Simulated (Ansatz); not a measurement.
# Notes on BaTiO3

```
Ba Ti O
1.0
     4.01002    0.00000    0.00000
     0.02240    8.01999    0.00000
     0.01120    0.01117    4.00999
Ba Ti O
2 2 6
Direct
  0.00000 0.00000 0.00000
  0.00000 0.50000 0.00000
  0.48800 0.24400 0.48800
  0.48800 0.74400 0.48800
  0.51160 0.25580 0.01950
  0.51160 0.75580 0.01950
  0.01950 0.25580 0.51160
  0.01950 0.75580 0.51160
  0.51160 0.00975 0.51160
  0.51160 0.50975 0.51160
```

Level: r2SCAN, with U = 7.59 eV and J = 0.79 eV on Ti d (all-electron-ortho-atomic projectors), collinear spin; 500 eV; 5×3×5 Γ-centred mesh; fermi-dirac occupations (width 0.1 eV); Ansatz 0.2.0, fixed geometry.

The state carries no moments; the state need not be the lowest.

Which orbitals make up the band edges?

Within 0.7 eV of the edges, the states project mainly on O p (94 %) below the gap and on Ti d (88 %) above it.

Which atom feels the largest force, and which way?

The largest is on Ti4 (and as large on other atoms): 0.78 eV/Å, components (0.45, 0.45, 0.45). It makes 121° with the line to a nearest neighbour, O10 at 1.88 Å.

Is there a gap, and of what kind?

The gap is 3.61 eV, indirect or between spins (the least direct gap found is 3.79 eV). A semilocal functional usually gives too small a gap.

Describe some of the short contacts.

Ti–O at 1.88 Å: least valence density 0.86 e/Å³ and ELF 0.25 there. Ba–O at 2.77 Å: least valence density 0.19 e/Å³ and ELF 0.09 there, a closed-shell (ionic or weak) contact. Both are smooth PAW fields, read partly inside the augmentation spheres.

Give the Bader charges.

Bader charges in e: Ba +1.57, Ti +2.52, O -1.36. In the mean Ti gives up most and O takes most.

Origin: a database entry at a rescaled volume. Caveats: the input typed no starting moments.
